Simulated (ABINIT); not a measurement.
The system is HgTe.

```
CELL_PARAMETERS angstrom
-3.04560 3.04560 1.55941
3.04560 -3.04560 1.55941
3.04560 3.04560 -1.55941
ATOMIC_POSITIONS crystal
Hg 0.75000 0.25000 0.50000
Te 0.00000 0.00000 0.00000
```

Measurements of this composition are mostly on another form, of space group No. 216.

Base run:

| Quantity | Value |
| --- | --- |
| Program | ABINIT 10.8.3 (patched build) |
| Functional | PBEsol |
| Potentials or basis | JTH PAW PBE v2.0 |
| Cutoff | 517 eV |
| k mesh | 10 × 10 × 10 |
| Occupations | fermi-dirac, width 0.05 eV |
| Spin | no spin polarisation |

Its results: band gap on the k mesh none (metal or under the smearing width); pressure -3.3 GPa.

Problem. The run is repeated on the same cell with these changes: functional from PBEsol to SCAN; cutoff from 517 eV to 626 eV; fine-grid cutoff from 1034.03 eV to 1224.51 eV. What comes out?

Solution. Band gap on the k mesh none (metal or under the smearing width); pressure -2.6 GPa.

Caveats: the PAW data sets were made with another functional, which shifts forces and pressure a little; spin-orbit coupling is left out, which moves the levels of the heavy elements (some runs).
